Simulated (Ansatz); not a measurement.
# P: pressure against volume scale

Periodic Kohn-Sham DFT of a crystal at fixed atoms, scaled to volume_scale times the given cell; pressure positive in compression, energy less spherical unpolarised free atoms, largest_vzz the field gradient of largest size among the nuclei. The results are calculated, by Ansatz 0.2.0.

The cell before it is scaled or strained (space group Fd-3m, No. 227):
```
cell vectors (Å)
   0.0000     2.7402     2.7402
   2.7402     0.0000     2.7402
   2.7402     2.7402     0.0000
atoms (fractions of the cell vectors)
P   0.00000  0.00000  0.00000
P   0.25000  0.25000  0.25000
```

Settings of every row: method frozen-core PAW; functional PBE; relativity scalar; k mesh 11x11x11; filling fermi-dirac; smearing width 0.08 eV; wave cutoff 420 eV; paw set soft_2.

Atom start moment: 0 on all atoms.

Limits: the cell comes from a prototype or a list of computed structures and needn't be the stable phase.

| row | volume scale | V (Å³/atom) | pressure (GPa) |
| --- | --- | --- | --- |
| 1 | 0.9405 | 19.351 | 2.992 |
| 2 | 0.98 | 20.164 | 0.924 |
| 3 | 1 | 20.574 | ? |
| 4 | 1.02 | 20.987 | -0.803 |
| 5 | 1.06 | 21.81 | -2.3 |

Question: what pressure should row 3 give?

Worked fit of pressure. Take u = (V_r/V)^(2/3) − 1 with V_r = 20.575 Å³ an atom, which is twice the finite (Eulerian) strain; such expansions in the strain, on which the Birch-Murnaghan equation of state is built, carry the rest volume and the bulk modulus. The shown rows have u = 0.04174, 0.01354, -0.01313, -0.03812. Least squares give pressure = 0.024 + 65.694 × u + 127.38 × u² GPa; a straight line predicts inner rows, each left out in turn, worse (root mean square 0.13 against 0.03 GPa). The rows lie off it by 0.004, -0.013, 0.014, -0.005 (root mean square 0.01 GPa). The pressure vanishes at u = -0.0004, or V = 20.59 Å³ an atom, and there the bulk modulus at fixed shape and fractions is B = −V dP/dV = (2/3)(1 + u) dP/du = 43.7 GPa. The withheld row has u = 3e-05, so the fit gives 0.024 + 65.694 × (3e-05) + 127.38 × (3e-05)² = 0.026 GPa.

The calculation gave 0.024 GPa. The fit lies 0.002 GPa (8.3 % of the value, 0.038 % of the column's range) above it; its largest miss of a shown row is 0.014 GPa.
